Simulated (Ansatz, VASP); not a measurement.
# GaN in two plane-wave programs

Aim: how closely do two programs agree when they are given the same cell, functional and k mesh? The cell is taken from a series of runs on this material, whose earlier steps may have relaxed, scaled, displaced or heated it; both programs get it as it stands.

Calculated with Ansatz 0.2.0; plane waves, with VASP 6.6.1 beside it; zone-centre phonons at LDA.

### Step 1. The structure

The structure is tetragonal, space group I-4m2 (No. 119). Conventional cell: a = 3.087 Å, b = 3.087 Å, c = 4.551 Å, α = 90.00°, β = 90.00°, γ = 90.00°. Nearest to N lie 4 Ga at 1.92 Å. Ga has 4 N at 1.92 Å nearest. Farther neighbours and most contacts between anions are not listed.

As a file:

```
N Ga
1.0
     0.00000    2.18305    2.27526
     2.18305    0.00000    2.27526
     2.18305    2.18305    0.00000
N Ga
1 1
Cartesian
  1.0915 1.0915 1.1376
  0.0000 0.0000 0.0000
```

### Step 2. Ansatz: zone-centre phonons, LDA

Ansatz runs on its PAW soft_1 files.

Second derivatives magnify differences that forces hide, and they need a tight electronic threshold.

Contents of input.yaml:

```yaml
crystal:
  lattice:
    - [0.0, 2.1830504608, 2.2752571105]
    - [2.1830504608, 0.0, 2.2752571105]
    - [2.1830504608, 2.1830504608, 0.0]
  atoms:
    - { symbol: "N", position: [0.25, 0.25, 0.25] }
    - { symbol: Ga, position: [0.0, 0.0, 0.0] }
kpoints:
  mp_grid: { grid: [12, 12, 12] }
hamiltonian:
  xc: lda
  pseudopotentials: { kind: paw, azcp: { folder: soft_1 }, xc_functional: pbe }
scf:
  occupations: { method: fixed }
output:
  eigenvalues: true
phonons:
  method: dfpt
  dielectric: true
  rigid_motions: translations
```

On the command line:

```bash
$ ansatz run input.yaml --threads 4 --pin off --max-ram 10240MiB --backend cpu --events-out ev --progress --plain --runs-dir out
```

Numbers of over 12 decimals in the logs are rounded to 6 here.

What it wrote:

```text
Engine: ansatz 0.2.0, x86_64-unknown-linux-gnu
Pseudopotentials: kind: paw
Pseudopotential: N, paw, valence charge 5, recommended cutoff 420 eV (normal), soft_1/N.paw.azcp
Pseudopotential: Ga, paw, valence charge 13, recommended cutoff 420 eV (normal), soft_1/Ga.paw.azcp
Functional definition: SPW92
  exchange = slater_x
  correlation = pw_c
Crystal: 2 atoms, lattice volume = 21.686 Å³
Basis set: ecut = 420 eV, 427 PW (Γ), exchange–correlation on 48×48×48 points (8 copies of the dense FFT grid, shifted against one another)
Bands: 13, of which v1, the nominal top of the filled ones, is band 9 counted from 1 (8 counted from 0)
Symmetry: 8 space group operations
k-points: 868 of 1728 (irreducible under 1 space group operation, time reversal used)
Non-local potential: N, projectors of the file, l = 0: 2, l = 1: 2, l = 2: 1
Non-local potential: Ga, projectors of the file, l = 0: 2, l = 1: 2, l = 2: 3, l = 3: 1
PAW form: soft (Blöchl's): semilocal exchange-correlation on the pseudo side does not see the compensation charge
PAW frozen core: N, regenerated for the run's functional, and the local potential with it (the file was generated under x = pbe(κ = 0.804, μ = 0.219515), c = pbe(β = 0.066725))
PAW frozen core: Ga, regenerated for the run's functional, and the local potential with it (the file was generated under x = pbe(κ = 0.804, μ = 0.219515), c = pbe(β = 0.066725))
PAW one-centre angular grid: N, 110 points (default); XC on 64 Gauss nodes
PAW one-centre angular grid: Ga, 590 points (default); XC on 64 Gauss nodes
Initial density: superposition of atomic densities (chi_scale 0.1, normalization cell, long waves kept (reshape's long-wave potential 0.00 eV rms))
Initial wavefunctions: pseudopotential atomic-orbital guess
Functional: x = slater, c = lda
SCF iter   1: F=—  HF=-4082.741329 eV  |F-HF|=—  |Δ(HF+E_count)|=         —  Δρ=1.09e-1  dr2=2.30e0  ethr=3.10e-3  ⟨swp⟩=4.0  Hψ=50243  notcnv=0  defer=1145
preconditioner: auto → none  [insulator: Δε(μ)=2.917 eV  Ē_g=19.463 eV  n_scr=8 (ndim 8)  ℏωp=33.8 eV  f_vac=0.000  ε∞_Penn≈4.0]
SCF iter   2: F=—  HF=-4082.198343 eV  |F-HF|=—  |Δ(HF+E_count)|=   5.43e-1  Δρ=5.95e-2  dr2=4.68e-1  ethr=3.10e-3  ⟨swp⟩=2.2  Hψ=27862  notcnv=0  defer=268
SCF iter   3: F=—  HF=-4082.082196 eV  |F-HF|=—  |Δ(HF+E_count)|=   1.16e-1  Δρ=1.92e-2  dr2=3.90e-2  ethr=2.60e-3  ⟨swp⟩=2.0  Hψ=15745  notcnv=0  defer=1732
SCF iter   4: F=—  HF=-4082.074835 eV  |F-HF|=—  |Δ(HF+E_count)|=   7.36e-3  Δρ=7.83e-3  dr2=5.73e-3  ethr=2.16e-4  ⟨swp⟩=2.0  Hψ=22144  notcnv=0  defer=1735
SCF iter   5: F=—  HF=-4082.071948 eV  |F-HF|=—  |Δ(HF+E_count)|=   2.89e-3  Δρ=8.77e-4  dr2=4.60e-5  ethr=3.18e-5  ⟨swp⟩=2.0  Hψ=20614  notcnv=0  defer=1735
SCF iter   6: F=—  HF=-4082.071934 eV  |F-HF|=—  |Δ(HF+E_count)|=   1.38e-5  Δρ=1.30e-4  dr2=1.68e-6  ethr=2.55e-7  ⟨swp⟩=2.0  Hψ=16573  notcnv=0  defer=82
SCF iter   7: F=—  HF=-4082.071933 eV  |F-HF|=—  |Δ(HF+E_count)|=   4.36e-7  Δρ=1.43e-5  dr2=2.05e-8  ethr=9.35e-9  ⟨swp⟩=2.4  Hψ=16750  notcnv=0
SCF iter   8: F=—  HF=-4082.071933 eV  |F-HF|=—  |Δ(HF+E_count)|=   3.27e-9  Δρ=9.38e-7  dr2=1.29e-10  ethr=1.14e-10  ⟨swp⟩=2.0  Hψ=15078  notcnv=0
SCF iter   9: F=-4082.071933 eV  HF=-4082.071933 eV  |F-HF|=9.09e-13  |Δ(HF+E_count)|=  2.73e-11  Δρ=4.94e-8  dr2=1.88e-13  ethr=1.00e-12  ⟨swp⟩=6.0  Hψ=59218  notcnv=0
SCF 1 converged in 9 iterations: F = -4082.071933 eV  dr2 = 1.88e-13
  greatest PAW one-centre occupation: 0.996 electrons in one spin orbital (limit 2), on the Ga atom at site 1 (counted from 0), in its partial waves of l = 2
NSCF: frozen V_eff on 3 k-points
DFPT response loops at Γ: preconditioner auto → none (the input reference at scf.mixing.eps_inf says where Resta's filter doesn't serve); β = 0.50; Broyden in place of MSR1
── the response to a field inside a basis, on 12×12×12 k-points: an SCF that follows is theirs, and a resumed run solves both again ──
Bands: 10, of which v1, the nominal top of the filled ones, is band 9 counted from 1 (8 counted from 0)
k-points: 468 of 1728 (irreducible under 2 space group operations, time reversal used)
Initial density: handed on by an earlier stage of this run
Initial wavefunctions: pseudopotential atomic-orbital guess (no wavefunctions were taken with the density)
Eigensolver: Dense (468 Hₖ)
SCF iter   1: F=—  HF=-4082.074295 eV  |F-HF|=—  |Δ(HF+E_count)|=         —  Δρ=5.23e-4  dr2=1.01e-5  ethr=1.00e-1
preconditioner: auto → none  [insulator: Δε(μ)=2.223 eV  Ē_g=15.526 eV  n_scr=8 (ndim 8)  ℏωp=33.8 eV  f_vac=0.000  ε∞_Penn≈5.7]
SCF iter   2: F=—  HF=-4082.074294 eV  |F-HF|=—  |Δ(HF+E_count)|=   1.26e-6  Δρ=2.86e-4  dr2=4.80e-6  ethr=5.62e-8
SCF iter   3: F=—  HF=-4082.074295 eV  |F-HF|=—  |Δ(HF+E_count)|=   1.13e-6  Δρ=1.14e-4  dr2=2.36e-6  ethr=2.67e-8
SCF iter   4: F=-4082.074294 eV  HF=-4082.074294 eV  |F-HF|=4.82e-9  |Δ(HF+E_count)|=   1.06e-6  Δρ=1.37e-5  dr2=1.47e-8  ethr=1.31e-8
SCF 1 converged in 4 iterations: F = -4082.074294 eV  dr2 = 1.47e-8
DFPT response loops at Γ: mixed as the last ones told, above
SCF converged after 9 iterations
Free energy (F): -4082.071933 eV
Harris-Foulkes:  -4082.071933 eV  (|F-HF|=9.09e-13)
Internal energy: -4082.071933 eV  (E = F + TS)
E sigma→0 (E₀):  -4082.071933 eV
Fermi energy:    10.183155 eV
--- Per-component energies (eV) ---
  E_band       = 0.000852
  E_kinetic    = 242.596532
  E_local      = -1374.334403  (includes V_loc(G=0)·N_el)
  E_nonlocal   = -51.704186
  E_hartree    = 877.613459
  E_xc         = -122.138888
  E_vxc        = -131.813779  (∫ρ·V_xc dr)
  E_paw        = -2039.410340  (= ΣΔE_a)
  E_vpaw       = -439.970761  (= ΣTr[D̂ρ^β])
  E_aug_tail   = 0.000536  (compensation charges beyond the density's cutoff)
  E_ewald      = -1616.503170
  E_core_change = 1.808525  (= ΣΔE_core)
  E_smearing   = -0.000000  (= −TS)
  E_closure    = -0.000000  (closes the sum)
  Σ components = -4082.071933   (vs F -4082.071933, Δ=0.00e0)
--- Band table (eV; the first three rows and the last of 868) ---
  k-point 0: bands = [... 5 lower, -3.1691, 9.9660, 10.1832, 10.1832, 12.1939, 20.5509, 20.5509, 20.6590]
  k-point 1: bands = [... 5 lower, -3.1712, 9.2969, 9.9605, 10.1087, 12.8076, 20.1763, 20.6943, 20.7609]
  k-point 2: bands = [... 5 lower, -3.1740, 7.8077, 9.7205, 9.9149, 13.7348, 19.4664, 20.9517, 21.0119]
  k-point 867: bands = [... 5 lower, -1.7792, 2.6385, 8.8951, 9.2316, 14.9672, 18.9825, 20.3477, 20.9334]
--- Phonons (Γ-DFPT): 4 representative perturbations + reference, on 868 of 1728 k-points (Σ response iterations 12) ---
  k mesh reduced under 1 symmetry operation, with k and −k counted as one. Each operation leaves every solved perturbation unchanged. A smaller set is not considered because the run solves the response to a homogeneous field
  ASR residual: 4.760e-5 → 0.000e0 eV/Å²; symmetrization residual: 5.500e-6 eV/Å²
  ASR residual per site (eV/Å²): 1.66e-6 4.76e-5
  Γ frequencies (cm⁻¹): 0.00 0.00 0.00 562.14 562.14 577.31
  ε∞ (high-frequency dielectric tensor):
        5.647796     0.000000     0.000000
        0.000000     5.647796     0.000000
        0.000000     0.000000     5.738517
  ε⁰ (static dielectric tensor: ions relaxed, cell fixed):
        9.813619    -0.000000    -0.000000
       -0.000000     9.813619     0.000000
       -0.000000     0.000000     9.918695
  ε⁰ − ε∞ (ionic part):
        4.165823    -0.000000    -0.000000
       -0.000000     4.165823     0.000000
       -0.000000     0.000000     4.180178
  softest optical mode at Γ: 562.14 cm⁻¹; the repairs (sum rule, projections) moved no ω² at Γ by more than (0.91 cm⁻¹)²
  Born effective charges Z* (e; rows j = field, columns β = displacement):
    site 0:
        -2.60136    0.00000    0.00000
         0.00000   -2.60136   -0.00000
         0.00000   -0.00000   -2.67614
    site 1:
         2.60136    0.00000   -0.00000
         0.00000    2.60136    0.00000
        -0.00000    0.00000    2.67614
  Z* charge neutrality: 1.186e-3 e pre-enforcement
  solved inside a basis spanned on kpoints, on 12×12×12 k-points, its susceptibility summed on 16×16×16: ε∞ is read to err by 1.5e-2, Z* by 1.5e-2 e (field_mesh: kpoints solves on kpoints); Z* is corrected for what the basis lacks
  optical modes at Γ without the LO–TO term, one row a degenerate level:
      ω (cm⁻¹)  modes    IR ((D/Å)²/amu)
        562.14      2            26.7702
        577.31      1            14.1658
  optical modes at Γ + LO–TO along q̂ = [1.0000, 0.0000, 0.0000]:
      ω (cm⁻¹)  modes    IR ((D/Å)²/amu)
        562.14      1            13.3851
        577.31      1            14.1658
        741.01      1            13.3851
  optical modes at Γ + LO–TO along q̂ = [0.0000, 1.0000, 0.0000]:
      ω (cm⁻¹)  modes    IR ((D/Å)²/amu)
        562.14      1            13.3851
        577.31      1            14.1658
        741.01      1            13.3851
  optical modes at Γ + LO–TO along q̂ = [0.0000, 0.0000, 1.0000]:
      ω (cm⁻¹)  modes    IR ((D/Å)²/amu)
        562.14      2            26.7702
        758.99      1            14.1658
```

The column dr2 measures how far the density is from self-consistency, as an energy; F and HF (Harris–Foulkes) agree once it is small.

(Part 1 of 2 ends here.)

[Lines on the potential files, build, host, timing and source positions are cut from VASP's logs without a mark.]

[Logs are printed without paths, hosts, clocks, repeated set-up lines and the standing remarks that a program may print on its own settings, such as how far it seeks lower states.]

[Hosts, paths, dates, database ids (printed as entryN), source tags and the programs' standing remarks are cut or masked in the printed files.]
